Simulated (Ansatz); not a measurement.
# TaS2: the cost of one run

Computed with Ansatz 0.2.0 (DFT PBEsol, with the methods named in each step, unless a step's input says otherwise).

## Step 1: The structure to begin with

The structure is trigonal, space group P-3m1 (No. 164). Conventional cell: a = 3.350 Å, b = 3.350 Å, c = 5.860 Å, α = 90.00°, β = 90.00°, γ = 120.00°. Around Ta (site symmetry -3m) lie 6 S at 2.43 Å. S (site symmetry 3m) has 3 Ta at 2.43 Å as nearest neighbours.

Structure file:

```cif
data_structure
_symmetry_space_group_name_H-M 'P-3m1'
_symmetry_Int_Tables_number 164
_cell_length_a 3.3500
_cell_length_b 3.3500
_cell_length_c 5.8600
_cell_angle_alpha 90.000
_cell_angle_beta 90.000
_cell_angle_gamma 120.000
_cell_volume 56.95
loop_
_atom_site_label
_atom_site_type_symbol
_atom_site_symmetry_multiplicity
_atom_site_Wyckoff_symbol
_atom_site_fract_x
_atom_site_fract_y
_atom_site_fract_z
_atom_site_occupancy
Ta1 Ta 1 a 0.00000 0.00000 0.00000 1
S1 S 2 d 0.33333 0.66667 0.25000 1
```

The file gives the conventional cell by its symmetry; the runs use the cell typed in the input.

Atoms are numbered in the order of the input: Ta1, S2, S3.

## Step 2: Cell and atoms relaxed, PAW

input.yaml reads:

```yaml
crystal:
  lattice:
    - [3.35, 0.0, 0.0]
    - [-1.675, 2.9011851027, 0.0]
    - [0.0, 0.0, 5.86]
  atoms:
    - { symbol: Ta, position: [0.0, 0.0, 0.0] }
    - { symbol: S, position: [0.3333333333, 0.6666666667, 0.25] }
    - { symbol: S, position: [0.6666666667, 0.3333333333, 0.75] }
kpoints:
  mp_grid: { grid: [9, 9, 5] }
scf:
  occupations: { method: fermi_dirac, width: 0.02 }
hamiltonian:
  xc: pbesol
  pseudopotentials: { kind: paw }
output:
  forces: true
  stress: true
  write_density: true
  write_potential: true
  elf: true
  volumetric_format: npy
relax:
  f_tol: 0.005
  max_steps: 50
  cell: {}
```

Command:

```console
ansatz run input.yaml --threads 1 --pin off --max-ram 3072MiB --backend cpu --events-out ev --progress --plain --runs-dir out
```

**Question.** How long does this run take on 1 thread of Intel Xeon 6975P-C (Granite Rapids), shared host, and how much memory does it need?

About 8 s, with a peak of 0.43 GiB.
